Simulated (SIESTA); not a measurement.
AlN:

```
CELL_PARAMETERS angstrom
0.00000 2.18399 2.18399
2.18399 0.00000 2.18399
2.18399 2.18399 0.00000
ATOMIC_POSITIONS crystal
Al 0.00000 0.00000 0.00000
N 0.25000 0.25000 0.25000
```

Measurements of this composition are mostly on another form, of space group No. 186.

Base run:

```yaml
Program: SIESTA 5.4.2
Functional: PBE
Potentials_or_basis: PseudoDojo 0.4 standard (PBE files)
Basis: TZP (energy shift 0.002 Ry; radii capped at 9.5 bohr)
Grid_cutoff: 800 Ry
Energy_shift: 0.002 Ry
k_mesh: 10 × 10 × 10
Occupations: fermi-dirac, width 0.05 eV
Spin: no spin polarisation
```

Its results: band gap on the k mesh 3.29 eV, indirect (least direct gap 4.39 eV); pressure 6.1 GPa.

**Question.** After a change of settings the same cell gave: band gap on the k mesh 3.32 eV, indirect (least direct gap 4.04 eV); pressure 13.9 GPa. Which change was it?
A. functional from PBE to RPBE; basis from TZP (energy shift 0.002 Ry; radii capped at 9.5 bohr) to DZP (energy shift 0.002 Ry; radii capped at 9.5 bohr)
B. basis from TZP (energy shift 0.002 Ry; radii capped at 9.5 bohr) to SZ (energy shift 0.002 Ry; radii capped at 9.5 bohr)
C. basis from TZP (energy shift 0.002 Ry; radii capped at 9.5 bohr) to DZ (energy shift 0.002 Ry; radii capped at 9.5 bohr)
D. basis from TZP (energy shift 0.002 Ry; radii capped at 9.5 bohr) to DZP (energy shift 0.002 Ry; radii capped at 9.5 bohr)

**Answer.** C.

Caveats: the basis of atomic orbitals isn't converged, which shifts pressures, moduli and gaps; the basis has no polarisation orbitals (some runs).
